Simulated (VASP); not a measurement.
# MoS2 (C2/m) in VASP: further runs

The runs below take MoS2 through single point, with PBEsol+U.

Program: VASP 6.6.1. These are calculated values, not measurements. Logs are shortened: lines on timing, memory, paths and dates and some standing lists are left out, and cuts for length are marked.

## (1) The crystal as given

Symmetry: C2/m, No. 12, monoclinic system. Conventional cell: a = 6.296 Å, b = 3.860 Å, c = 4.439 Å, α = 90.00°, β = 90.04°, γ = 90.00°. Mo (site symmetry 2/m) is surrounded by 6 S at 2.35 to 2.60 Å. S (site symmetry m) has 3 Mo at 2.35 to 2.60 Å as nearest neighbours.

The cell comes from a database or a generator and needn't be the stable form of this composition.

## (2) Single point, PBEsol+U, collinear spin, antiferromagnetic start

INCAR reads:

```
ALGO = Normal
EDIFF = 1E-6
ENCUT = 520
GGA = PS
ISIF = 2
ISMEAR = 0
ISPIN = 2
LASPH = True
LCHARG = True
LDAU = True
LDAUJ = 0 0
LDAUL = 2 -1
LDAUPRINT = 1
LDAUTYPE = 2
LDAUU = 2 0
LELF = True
LMAXMIX = 4
LORBIT = 11
LREAL = False
LVHAR = True
LWAVE = False
MAGMOM = 1 -1 0 0 0 0
NELM = 100
PREC = Accurate
SIGMA = 0.05
```

KPOINTS reads:

```
k-points
0
Gamma
  5 5 4
```

POSCAR reads:

```
MoS2
1.0
    3.1448932800      1.9297820300      4.4393295900
    3.1448932800     -1.9297820300      4.4393295900
    6.2959850400      0.0000000000      0.0000000000
Mo S
2 4
Direct
    0.0000000000      0.0000000000      0.0000000000
    0.5000000000      0.5000000000      0.5000000000
    0.1444500000      0.1444500000      0.5434500000
    0.6444500000      0.6444500000      0.0434500000
    0.3555500000      0.3555500000      0.9565500000
    0.8555500000      0.8555500000      0.4565500000
```

Potentials or basis: VASP PAW PBE potentials, release 64 (Mo_sv, S).

The run is started by

```bash
> cat potpaw_PBE.64/Mo_sv/POTCAR potpaw_PBE.64/S/POTCAR > POTCAR
> mpirun -np 1 vasp_std > vasp.out
```

OUTCAR:

```text
EDIFF = 1E-6
   ENCUT = 520
   GGA = PS
   ISIF = 2
   ISMEAR = 0
   ISPIN = 2
   LASPH = True
   LORBIT = 11
   LREAL = False
   NELM = 100
   PREC = Accurate

 ion  position               nearest neighbor table
   1  0.000  0.000  0.000-   3 2.35   6 2.35   4 2.60   4 2.60   5 2.60   5 2.60
   2  0.500  0.500  0.500-   4 2.35   5 2.35   3 2.60   3 2.60   6 2.60   6 2.60
   3  0.144  0.144  0.543-   1 2.35   2 2.60   2 2.60
   4  0.644  0.644  0.043-   2 2.35   1 2.60   1 2.60
   5  0.356  0.356  0.957-   2 2.35   1 2.60   1 2.60
   6  0.856  0.856  0.457-   1 2.35   2 2.60   2 2.60

  LATTYP: Found a base centered monoclinic cell.
 ALAT       =    10.8808089683
 B/A-ratio  =     0.3547129695
 C/A-ratio  =     0.5786320721
 COS(beta)  =    -0.5780624013

  Lattice vectors:

 A1 = (  -3.1448932800,  -1.9297820300,  -4.4393295900)
 A2 = (  -3.1448932800,   1.9297820300,  -4.4393295900)
 A3 = (   6.2959850400,   0.0000000000,   0.0000000000)

Analysis of symmetry for initial positions (statically):
=====================================================================
 Subroutine PRICEL returns following result:

  LATTYP: Found a base centered monoclinic cell.
 ALAT       =     6.2959850400
 B/A-ratio  =     0.6130198905
 C/A-ratio  =     0.7051050223
 COS(beta)  =    -0.0006981323
[... 12 lines left out ...]
 Subroutine GETGRP returns: Found  4 space group operations
 (whereof  4 operations were pure point group operations)
 out of a pool of  4 trial point group operations.

The static configuration has the point symmetry C_2h.

Analysis of symmetry for dynamics (positions and initial velocities):
=====================================================================
 Subroutine PRICEL returns following result:

  LATTYP: Found a base centered monoclinic cell.
 ALAT       =     6.2959850400
 B/A-ratio  =     0.6130198905
 C/A-ratio  =     0.7051050223
 COS(beta)  =    -0.0006981323
[... 12 lines left out ...]
 Subroutine GETGRP returns: Found  4 space group operations
 (whereof  4 operations were pure point group operations)
 out of a pool of  4 trial point group operations.

The dynamic configuration has the point symmetry C_2h.

Analysis of structural, dynamic, and magnetic symmetry:
=====================================================================
 Subroutine PRICEL returns following result:

  LATTYP: Found a base centered monoclinic cell.
 ALAT       =     6.2959850400
 B/A-ratio  =     0.6130198905
 C/A-ratio  =     0.7051050223
 COS(beta)  =    -0.0006981323
[... 12 lines left out ...]
 Subroutine GETGRP returns: Found  4 space group operations
 (whereof  4 operations were pure point group operations)
 out of a pool of  4 trial point group operations.

The overall configuration has the point symmetry C_2h.

 Subroutine INISYM returns: Found  4 space group operations
 (whereof  4 operations are pure point group operations),
 and found     2 'primitive' translations

----------------------------------------------------------------------------------------

                                     Primitive cell

  volume of cell :      53.9373

  direct lattice vectors                    reciprocal lattice vectors
     3.147992520 -1.929782030  0.000000000     0.158831381 -0.259096619  0.000110885
     3.147992520  1.929782030  0.000000000     0.158831381  0.259096619  0.000110885
    -0.003099240  0.000000000  4.439329590     0.000000000  0.000000000  0.225259238

  length of vectors
     3.692413247  3.692413247  4.439330672     0.303905377  0.303905377  0.225259238

  position of ions in fractional coordinates (direct lattice)
     0.000000000  0.000000000  0.000000000
     0.687900000  0.687900000  0.288900000
     0.312100000  0.312100000  0.711100000

  ion indices of the primitive-cell ions
   primitive index   ion index
                 1           1
                 2           3
                 3           6

----------------------------------------------------------------------------------------

 KPOINTS: k-points

Automatic generation of k-mesh.
[... 39 lines left out ...]
  o =  0.4348  v =  0.0000  0.0000  0.0000  0.0000  0.0000  0.0000 -0.0000  0.1131 -0.8211  0.5594      0.0000  0.0000  0.0000  0.0000  0.0000  0.0000  0.0000  0.0000  0.0000  0.0000
  o =  0.5969  v =  0.0000  0.0000  0.0000  0.0000  0.0000  0.0000  0.0000  0.7803 -0.2752 -0.5616      0.0000  0.0000  0.0000  0.0000  0.0000  0.0000  0.0000  0.0000  0.0000  0.0000
  o =  0.6425  v =  0.0000  0.0000  0.0000  0.0000  0.0000  0.6433 -0.7656  0.0000  0.0000 -0.0000      0.0000  0.0000  0.0000  0.0000  0.0000  0.0000  0.0000  0.0000  0.0000  0.0000
  o =  0.8061  v =  0.0000  0.0000  0.0000  0.0000  0.0000  0.0000  0.0000 -0.6151 -0.5000 -0.6096      0.0000  0.0000  0.0000  0.0000  0.0000  0.0000  0.0000  0.0000  0.0000  0.0000

 number of electron      52.0000002 magnetization      -0.0000000

 Free energy of the ion-electron system (eV)
  ---------------------------------------------------
  ext. energy  EPLUGINS =         0.00000000
  ---------------------------------------------------
  free energy    TOTEN  =       -37.48127458 eV

  energy without entropy =      -37.47588385  energy(sigma->0) =      -37.47857922

 E-fermi :   7.2191     XC(G=0): -11.1400

 val. band max:        7.2159628342   @ k =   0.2000  -0.0000   0.2500
 cond. band min:       7.2778721640   @ k =   0.4000   0.2000   0.2500
 fundamental gap:      0.0619093298
 Fermi energy:         7.2190787646

 spin component 1

 k-point     1 :       0.0000    0.0000    0.0000
  band No.  band energies     occupation
      1     -54.4640      1.00000
      2     -53.2639      1.00000
      3     -28.7510      1.00000
      4     -28.5706      1.00000
      5     -28.5677      1.00000
      6     -27.5417      1.00000
[... 1625 lines left out ...]
     30       9.1859      0.00000
     31      10.1410      0.00000

 [... further k-points ...]
[... 5 lines left out ...]
  --------------------------------------------------------------------------------------
  -------------------------------------------------------------------------------------
  Total       -4.1140525     -6.6993566      7.8492524      0.0000000      0.0000000     -7.4257509
  in kB      -61.1027964    -99.5002897    116.5787907      0.0000000      0.0000000   -110.2888557
  external PRESSURE =     -14.6747651 kB  Pullay stress =       0.0000000 kB

 VOLUME and BASIS-vectors are now :
 -----------------------------------------------------------------------------
  energy-cutoff  :      520.00
  volume of cell :      107.87
      direct lattice vectors                 reciprocal lattice vectors
     3.144893280  1.929782030  4.439329590     0.000000000  0.259096619  0.112629619
     3.144893280 -1.929782030  4.439329590     0.000000000 -0.259096619  0.112629619
     6.295985040  0.000000000  0.000000000     0.158831381  0.000000000 -0.112518734

 POSITION                                       TOTAL-FORCE (eV/Angst)
 -----------------------------------------------------------------------------------
      0.00000      0.00000      0.00000        -0.000000      0.000000     -0.000000
      6.29289      0.00000      4.43933        -0.000000     -0.000000     -0.000000
      4.33011      0.00000      1.28252        -1.333044     -0.000000     -0.622511
      4.32701      0.00000      5.72185        -1.333044     -0.000000     -0.622511
      8.25876      0.00000      3.15681         1.333044     -0.000000      0.622511
      8.25566      0.00000      7.59614         1.333044     -0.000000      0.622511
 -----------------------------------------------------------------------------------
    total drift:                               -0.000000      0.000000     -0.000000

  FREE ENERGIE OF THE ION-ELECTRON SYSTEM (eV)
  ---------------------------------------------------
  free  energy   TOTEN  =       -37.4812745804 eV

  energy  without entropy=      -37.4758838533  energy(sigma->0) =      -37.47857922

 total charge

# of ion       s       p       d       tot
------------------------------------------
    1        2.284   6.155   3.751  12.189
    2        2.284   6.155   3.751  12.189
    3        1.357   2.305   0.000   3.661
    4        1.357   2.305   0.000   3.661
    5        1.357   2.305   0.000   3.661
    6        1.357   2.305   0.000   3.661
--------------------------------------------------
tot          9.994  21.529   7.501  39.024

 magnetization (x)

# of ion       s       p       d       tot
------------------------------------------
    1        0.017   0.024   1.827   1.868
    2       -0.017  -0.024  -1.827  -1.868
    3       -0.003  -0.027   0.000  -0.030
    4        0.003   0.027   0.000   0.030
    5        0.003   0.027   0.000   0.030
    6       -0.003  -0.027   0.000  -0.030
--------------------------------------------------
tot          0.000   0.000   0.000   0.000
```

Wall time 12 min (1 thread of AMD EPYC 7R43 (Zen 3), shared host); peak memory 0.44 GiB.

Results:

| Property | Result |
| --- | --- |
| Free energy | -37.4813 eV |
| Pressure | -1.5 GPa |
| Largest force | 1.471 eV/Å |
| Band gap on the k mesh | none (metal or under the smearing width) |
| Net moment | 0.00 μB per cell |
| Site moments | Mo +1.87, -1.87; S -0.03, +0.03 μB |
| Valence electrons inside the program's atomic spheres | Mo 12.19; S 3.66 |

Forces in eV/Å, atoms in the order of the input:
```
Mo   0.000  0.000  0.000
Mo   0.000  0.000  0.000
S   -1.333  0.000 -0.623
S   -1.333  0.000 -0.623
S    1.333  0.000  0.623
S    1.333  0.000  0.623
```

Levels at points of the mesh, in eV from the Fermi level:
Spin up:
| k point | band 22 | band 23 | band 24 | band 25 | band 26 | band 27 | band 28 | band 29 | band 30 | band 31 |
| --- | --- | --- | --- | --- | --- | --- | --- | --- | --- | --- |
| (0.00, 0.00, 0.00) | -1.10 | -0.84 | -0.74 | -0.35 | -0.28 | 0.80 | 0.94 | 1.49 | 1.94 | 2.39 |
| (0.00, 0.00, 0.50) | -1.48 | -1.14 | -0.58 | -0.56 | 0.59 | 1.19 | 1.51 | 1.64 | 1.84 | 2.33 |
Spin down:
```csv
k point,band 22,band 23,band 24,band 25,band 26,band 27,band 28,band 29,band 30,band 31
"(0.00, 0.00, 0.00)",-1.10,-0.84,-0.74,-0.35,-0.28,0.80,0.94,1.49,1.94,2.39
"(0.00, 0.00, 0.50)",-1.48,-1.14,-0.58,-0.56,0.59,1.19,1.51,1.64,1.84,2.33
```

Eigenvalues of the final occupation matrices:
```csv
site,spin,trace,eigenvalues
site 1 d,1,2.82,0.34 0.43 0.60 0.64 0.81
site 1 d,2,0.98,0.07 0.11 0.12 0.32 0.36
site 2 d,1,0.98,0.07 0.11 0.12 0.32 0.36
site 2 d,2,2.82,0.34 0.43 0.60 0.64 0.81
```

Caveat: the PAW data sets were made with another functional, which shifts forces and pressure a little. The state reached can hang on the start; a lower one may exist.

(Continued in part 2 of 2.)
